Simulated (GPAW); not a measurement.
# CdS (Greenockite) (P6_3mc) in GPAW: band structure with PW91

Aim: the band structure of CdS (Greenockite) with PW91.

Everything below comes from runs of GPAW 26.7.0. Logs are shortened: lines on timing, memory, paths and dates and some standing lists are left out, and cuts for length are marked. The log counts tension as positive stress, the text compression.

**The experiment to reproduce.**

From “Isotope dependence of band-gap energy”, 2008, arxiv:0807.2152, for a bulk crystal of CdS: band gap 2.5809 ± 0.0002 eV.

How close the calculation comes is told below.

**1. Starting point**

It takes space group P6_3mc (No. 186, hexagonal). Conventional cell: a = 4.150 Å, b = 4.150 Å, c = 6.737 Å, α = 90.00°, β = 90.00°, γ = 120.00°. Cd (site symmetry 3m) is surrounded by 4 S at 2.53 to 2.54 Å. S (site symmetry 3m) is surrounded by 4 Cd at 2.53 to 2.54 Å.

**2. Band structure, PW91, spin-orbit coupling, no magnetisation**

run.py

```python
import numpy as np
from ase.dft.bandgap import bandgap
from ase.io import read, write
from ase.units import GPa
from gpaw import GPAW, PW, setup_paths
from gpaw.spinorbit import soc_eigenstates

setup_paths.insert(0, '.')

atoms = read('CdS.cif')

calc = GPAW(mode=PW(600),
            xc='GGA_X_PW91+GGA_C_PW91',
            kpts={'size': (5, 5, 3), 'gamma': True},
            occupations={'name': 'fermi-dirac', 'width': 0.05},
            nbands=31,
            convergence={'density': 1e-05, 'energy': 1e-05},
            maxiter=150,
            txt='gpaw.txt')
atoms.calc = calc
energy = atoms.get_potential_energy()
forces = atoms.get_forces()
stress = atoms.get_stress()
calc.write('gs.gpw')
write('result.traj', atoms)
print(f'Energy: {energy:.6f} eV')
print('Forces (eV/A):')
print(forces.round(4))
print('Stress (GPa):', (stress / GPa).round(3))
print('Fermi level:', round(calc.get_fermi_level(), 4), 'eV')
print(f'Gap: {bandgap(calc)[0]:.4f} eV, direct: {bandgap(calc, direct=True)[0]:.4f} eV')

path = atoms.cell.bandpath('GMKGALHA,LM,KH', npoints=80, eps=1e-4)
bs_calc = calc.fixed_density(kpts=path, symmetry='off', nbands=51,
                             convergence={'bands': 'CBM+6.0', 'eigenstates': 1e-6}, txt='bands.txt')
bs = bs_calc.band_structure()
bs.write('bs.json')
print(f'Gap on the path: {bandgap(bs_calc)[0]:.4f} eV')

soc = soc_eigenstates(bs_calc, theta=54.7, phi=45)
np.savetxt('soc_bands.dat', soc.eigenvalues(), fmt='%.4f')
mesh = soc_eigenstates('gs.gpw', theta=54.7, phi=45)
np.savetxt('soc_mesh.dat', mesh.eigenvalues(), fmt='%.4f')
print('Fermi level with spin-orbit coupling:', round(mesh.fermi_level, 4), 'eV')
```

CdS.cif

```cif
data_CdS
_cell_length_a 4.15000000
_cell_length_b 4.15000000
_cell_length_c 6.73700000
_cell_angle_alpha 90.00000000
_cell_angle_beta 90.00000000
_cell_angle_gamma 120.00000000
_space_group_name_H-M_alt 'P1'
_space_group_name_Hall 'P 1'
_space_group_IT_number 1
loop_
_space_group_symop_operation_xyz
'x,y,z'
loop_
_atom_site_label
_atom_site_type_symbol
_atom_site_symmetry_multiplicity
_atom_site_Wyckoff_symbol
_atom_site_fract_x
_atom_site_fract_y
_atom_site_fract_z
_atom_site_occupancy
Cd1 Cd 1 a 0.6666666667 0.3333333333 0.5000000000 1
Cd2 Cd 1 a 0.3333333333 0.6666666667 0.0000000000 1
S1 S 1 a 0.6666666667 0.3333333333 0.8750000000 1
S2 S 1 a 0.3333333333 0.6666666667 0.3750000000 1
```

Potentials or basis: PAW data sets generated in the run's folder for this functional, pw.

Started as:

```sh
$ gpaw-setup -f GGA_X_PW91+GGA_C_PW91 Cd S
$ OMP_NUM_THREADS=1 python run.py
```

gpaw.txt:

```text
__  _  _
 | _ |_)|_||  |
 |__||  | ||/\| - 26.7.0

Input parameters:
  mode=PW(ecut=600.0),
  convergence={'density': 1e-05, 'energy': 1e-05},
  kpts=MonkhorstPack(size=(5, 5, 3), gamma=True),
  maxiter=150,
  nbands=31,
  occupations=Occupations(name='fermi-dirac', width=0.05),
  xc=XC(name='GGA_X_PW91+GGA_C_PW91')

Diagonalizing LCAO Hamiltonian
Converting LCAO to pw mode

            S

            Cd
        S

        Cd

Atoms  # Å, Bohr magnetons
|   | symbol |         x |        y |        z |    initial magnetic moments |
|---|--------|-----------|----------|----------|-----------------------------|
| 0 |     Cd |  2.075000 | 1.198002 | 3.368500 | ( 0.0000,  0.0000,  0.0000) |
| 1 |     Cd | -0.000000 | 2.396004 | 0.000000 | ( 0.0000,  0.0000,  0.0000) |
| 2 |      S |  2.075000 | 1.198002 | 5.894875 | ( 0.0000,  0.0000,  0.0000) |
| 3 |      S | -0.000000 | 2.396004 | 2.526375 | ( 0.0000,  0.0000,  0.0000) |

Unit cell  # Å
| periodic |         x |        y |        z |  lengths |     angles |
|----------|-----------|----------|----------|----------|------------|
|      yes |  4.150000 | 0.000000 | 0.000000 | 4.150000 |  90.000000 |
|      yes | -2.075000 | 3.594005 | 0.000000 | 4.150000 |  90.000000 |
|      yes |  0.000000 | 0.000000 | 6.737000 | 6.737000 | 120.000000 |

Number of symmetries: 6
Symmetry operations  # r_c * U_cc + t_c -> r_c
|   | kind |            matrix            |
|---|------|------------------------------|
| 0 |  σ   |  1, 1, 0,  0,-1, 0,  0, 0, 1 |
| 1 |  E   |  1, 0, 0,  0, 1, 0,  0, 0, 1 |
| 2 |  C3  |  0, 1, 0, -1,-1, 0,  0, 0, 1 |
| 3 |  σ   |  0,-1, 0, -1, 0, 0,  0, 0, 1 |
| 4 |  σ   | -1, 0, 0,  1, 1, 0,  0, 0, 1 |
| 5 |  C3  | -1,-1, 0,  1, 0, 0,  0, 0, 1 |

BZ-sampling:
  Number of BZ points: 75
  Number of IBZ points: 12

  Monkhorst-Pack size: [5, 5, 3]
  Monkhorst-Pack shift: [0, 0, 0]

K-points  # in reciprocal-cell coordinates
|     |                                coordinates |     weight |
|-----|--------------------------------------------|------------|
|   0 | (  0.00000000,   0.00000000,   0.00000000) | 0.01333333 |
|   1 | (  0.00000000,   0.00000000,   0.33333333) | 0.02666667 |
|   2 | (  0.20000000,   0.00000000,  -0.33333333) | 0.08000000 |
|   3 | (  0.20000000,   0.00000000,   0.00000000) | 0.08000000 |
|   4 | (  0.20000000,   0.00000000,   0.33333333) | 0.08000000 |
|   5 | (  0.40000000,  -0.20000000,   0.00000000) | 0.08000000 |
|   6 | (  0.40000000,  -0.20000000,   0.33333333) | 0.16000000 |
|   7 | (  0.40000000,   0.00000000,  -0.33333333) | 0.08000000 |
|   8 | (  0.40000000,   0.00000000,   0.00000000) | 0.08000000 |
|   9 | (  0.40000000,   0.00000000,   0.33333333) | 0.08000000 |
| ... |                                            |            |
|  11 | (  0.40000000,   0.40000000,   0.33333333) | 0.16000000 |

Plane wave coefficients: 3372
Cutoff: 600.0 eV

Spin-components: 1 (collinear spins)
Bands:           31
Projectors:      22
Spin-degeneracy: 2
Datatype:        complex128

Parallelization:
  kpt:    1
  domain: 1
  band:   1

Density:
  Valence electrons: 36.0
  Components: 1
  Grid points: [24 24 40]
  Charge: 0.0  # |e|

Potential:
  Grid points: [24 24 40]

species:
  Cd:
    name:    Cadmium
    Z:       48.0
    valence: 12
    core:    36
    charge:  0.0  # [|e|]
    compensation charges:
      type: gauss
      rc: 0.38  # [Å]
      lmax: 2
    cutoffs:
      filter: 2.12  # [Å]
      core: 2.62  # [Å]
    projectors
    | kind |    occ | energy [eV] | rcut [Å] |
    |------|--------|-------------|----------|
    |   5s |  2.000 |      -5.723 |    1.191 |
    |   5p |  0.000 |      -1.241 |    1.228 |
    |   4d | 10.000 |     -11.793 |    1.164 |
    |    s |        |      21.488 |    1.191 |
    |    p |        |      25.970 |    1.228 |
    |    d |        |      15.418 |    1.164 |

    Using partial waves for Cd as LCAO basis

  S:
    name:    Sulfur
    Z:       16.0
    valence: 6
    core:    10
    charge:  0.0  # [|e|]
    compensation charges:
      type: gauss
      rc: 0.24  # [Å]
      lmax: 2
    cutoffs:
      filter: 1.77  # [Å]
      core: 1.66  # [Å]
    projectors
    | kind |    occ | energy [eV] | rcut [Å] |
    |------|--------|-------------|----------|
    |   3s |  2.000 |     -17.302 |    0.974 |
    |   3p |  4.000 |      -7.055 |    0.979 |
    |    s |        |       9.910 |    0.974 |
    |    p |        |      20.157 |    0.979 |
    |    d |        |       0.000 |    0.900 |

    Using partial waves for S as LCAO basis

Reference energy: -326116.853648  # eV

eigensolver:
  PPCG
  Converge bands: occupied
  niter=2

density mixing:
  MSR1-Mixer
  Pratt-step length: 0.05
  Maximum mixing coefficient: 0.75
  Old densities: 10
  SVD Regularization: 0.005
  Good broyden scale: 1.0
  Trust region scale: 1.0
  Backstep threshold: 4.0
  History deletion threshold: 6.0
  Fourier metric: weight=20.0, sigma=0.015

occupation numbers:
  Fermi-Dirac:
    width: 0.0500  # eV

poisson solver:
  ecut: 4800.0  # eV

xc functional:
  name: GGA_X_PW91+GGA_C_PW91 with 2 nearest neighbor stencil

convergence criteria:
- Maximum integral of absolute [dens]ity change: 1e-05 electrons / valence electron
- Maximum [total energy] change in last 3 cyles: 1e-05 eV / valence electron
- Maximum integral of absolute [eigenst]ate change: 4e-08 eV^2 / valence electron
maximum number of iterations: 150

SCF iterations
|iter     | |      energy | eigst |  dens |
|---------|-|-------------|-------|-------|
|iter:   1| |  -13.770672 | -0.40 |       |
|iter:   2| |  -13.543913 | -2.11 | -1.12 |
|iter:   3| |  -12.751865 | -1.36 | -1.16 |
|iter:   4| |  -12.746706 | -3.24 | -1.73 |
|iter:   5| |  -12.745702 | -3.62 | -2.16 |
|iter:   6| |  -12.745795 | -4.99 | -2.87 |
|iter:   7| |  -12.745808c| -6.22 | -3.49 |
|iter:   8| |  -12.745808c| -7.20 | -4.35 |
|iter:   9| |  -12.745808c| -7.53c| -4.68 |
|iter:  10| |  -12.745808c| -7.80c| -5.22c|

Converged in 10 steps
Energy contributions relative to reference atoms: (reference = -326116.853648)

Energy contributions:
  Kinetic:          36.726046
  Coulomb:         -33.313013
  Zero:              0.274270
  External:          0.000000
  Xc:              -16.433110
  Entropy:          -0.000001
  Spinorbit:         0.000000
  ----------------------------
  Free energy:     -12.745808
  Extrapolated:    -12.745808

dipole moment: (-0.000011, -0.000015, -19.013391)  # |e|*Ang

Fermi level: 3.998
Eigenvalues  # (at kpt = [0.000, 0.000, 0.000])
| band index |      eig [eV] | occ [0-2] |
|------------|---------------|-----------|
|          0 |        -8.909 |     2.000 |
|        ... |               |           |
|         10 |        -3.733 |     2.000 |
|         11 |        -3.400 |     2.000 |
|         12 |        -0.945 |     2.000 |
|         13 |         2.642 |     2.000 |
|         14 |         2.642 |     2.000 |
|         15 |         3.362 |     2.000 |
|         16 |         3.406 |     2.000 |
|         17 |         3.406 |     2.000 |
|         18 |         4.543 |     0.000 |
|         19 |         6.148 |     0.000 |
|         20 |         9.819 |     0.000 |
|         21 |         9.819 |     0.000 |
|         22 |        10.147 |     0.000 |
|         23 |        10.926 |     0.000 |
|         24 |        10.926 |     0.000 |
|         25 |        11.049 |     0.000 |
|        ... |               |           |
|         30 |        14.935 |     0.000 |

Gap: 1.137 eV
Transition (v -> c):
  (s=0, k=0, n=17, [0.00, 0.00, 0.00]) -> (s=0, k=0, n=18, [0.00, 0.00, 0.00])
No difference between direct/indirect transitions

Forces  # eV/Ang
|        x |       y |        z |
|----------|---------|----------|
| -0.00000 | 0.00000 | -0.06440 |  # Cd   0
|  0.00000 | 0.00000 | -0.06377 |  # Cd   1
| -0.00000 | 0.00000 |  0.06423 |  # S    2
| -0.00000 | 0.00000 |  0.06367 |  # S    3

Stress tensor  # eV/Ang^3
|         x |         y |         z |
|-----------|-----------|-----------|
| -0.008986 |  0.000000 | -0.000000 |
|  0.000000 | -0.008986 | -0.000000 |
| -0.000000 | -0.000000 | -0.012716 |

# Writing to gs.gpw (mode='')
```

Run time: 2.9 min. Hardware: 1 thread of Arm Neoverse V1, shared host; peak memory 0.55 GiB.

Results:

| Item | Value |
| --- | --- |
| Free energy | -12.7458 eV |
| Pressure | 1.6 GPa |
| Largest force | 0.064 eV/Å |
| Band gap on the k mesh | 1.12 eV, direct |
| Band gap along the path | 1.12 eV, direct |

Forces on the atoms (eV/Å):
```
Cd   0.000  0.000 -0.064
Cd   0.000  0.000 -0.064
S    0.000  0.000  0.064
S    0.000  0.000  0.064
```

Stress tensor (GPa, compression positive):
```
1.44 0.00 0.00
0.00 1.44 0.00
0.00 0.00 2.04
```

Levels at the corners of the path, in eV from the valence-band top:
| point | band 34 | band 35 | band 36 | band 37 | band 38 | band 39 |
| --- | --- | --- | --- | --- | --- | --- |
| Γ | -0.02 | 0.00 | 0.00 | 1.12 | 1.12 | 2.72 |
| M | -1.30 | -0.75 | -0.75 | 3.64 | 3.64 | 3.84 |
| K | -1.82 | -1.61 | -1.61 | 4.62 | 4.62 | 4.97 |
| Γ | -0.02 | 0.00 | 0.00 | 1.12 | 1.12 | 2.72 |
| A | -0.39 | -0.39 | -0.39 | 2.77 | 2.77 | 2.77 |
| L | -1.32 | -1.32 | -1.32 | 3.42 | 3.42 | 3.42 |
| H | -1.14 | -1.13 | -1.13 | 4.30 | 4.30 | 4.35 |
| A | -0.39 | -0.39 | -0.39 | 2.77 | 2.77 | 2.77 |
| L | -1.32 | -1.32 | -1.32 | 3.42 | 3.42 | 3.42 |
| M | -1.30 | -0.75 | -0.75 | 3.64 | 3.64 | 3.84 |
| K | -1.82 | -1.61 | -1.61 | 4.62 | 4.62 | 4.97 |
| H | -1.14 | -1.13 | -1.13 | 4.30 | 4.30 | 4.35 |

Caveat: spin-orbit coupling was added after a scalar SCF, so levels and gaps hold it while energy, forces, pressure and moments don't; this program's spin-orbit splittings come out too wide for heavy elements.

**3. Against experiment**

Step 2. Measured gap of CdS: 2.5809 eV (quoted in “Isotope dependence of band-gap energy”, 2008, arxiv:0807.2152). This calculation gives 1.12 eV (-1.46 eV). So large a miss can be the level of theory's own, or it may mean another phase, state or a wrong row. The value is that of PW91, without temperature or zero-point motion. Semilocal functionals fall short of measured gaps as a rule.
